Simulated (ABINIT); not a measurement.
A run of ABINIT 10.8.3 (patched build):

run.abi

```
pp_dirpath "./"
pseudos "V.GGA_PBE-JTH.xml, Al.GGA_PBE-JTH.xml, C.GGA_PBE-JTH.xml"

acell 5.4567714049 5.4567714049 24.7645265896
rprim
     1.0000000000     0.0000000000     0.0000000000
    -0.5000000000     0.8660254038     0.0000000000
     0.0000000000     0.0000000000     1.0000000000
ntypat 3
znucl 23 13 6
natom 8
typat 1 1 1 1 2 2 3 3
xcart
    -0.0000000001     1.6671561020    11.9727731874
     1.4437995364     0.8335780508     1.1320499226
     1.4437995364     0.8335780508     5.4203616324
    -0.0000000001     1.6671561020     7.6844614776
     1.4437995364     0.8335780508     9.8286173325
    -0.0000000001     1.6671561020     3.2762057775
     0.0000000000     0.0000000000     6.5524115550
     0.0000000000     0.0000000000     0.0000000000 Angstrom

ecut 517.016339 eV
pawecutdg 38.0
pawxcdev 0

kptopt 1
ngkpt 11 11 2
nshiftk 1
shiftk 0.0 0.0 0.0

ixc 11

nband 42
occopt 3
tsmear 0.00183747

nsppol 2
spinat
     0.0000000000     0.0000000000     5.0000000000
     0.0000000000     0.0000000000     5.0000000000
     0.0000000000     0.0000000000     5.0000000000
     0.0000000000     0.0000000000     5.0000000000
     0.0000000000     0.0000000000     0.0000000000
     0.0000000000     0.0000000000     0.0000000000
     0.0000000000     0.0000000000     0.0000000000
     0.0000000000     0.0000000000     0.0000000000

nstep 100
tolvrs 1.0e-9

iomode 3
prtwf 0
prtden 0
prteig 0
prtebands 0
enunit 1
```

Potentials or basis: JTH PAW PBE v2.0.

Launch:

```console
$ mpirun --bind-to none -np 4 abinit run.abi > log 2>&1
```

Hardware: 4 MPI ranks on Arm Neoverse V2, on a shared host.

Task: Estimate the wall time of this run.

Result: Wall time 120 s on 4 MPI ranks on Arm Neoverse V2, with other jobs on the host, peak memory 0.8 GiB a rank. Counts: scf iterations 19, mpi ranks 4, k points 32, bands 42, plane waves 2553.
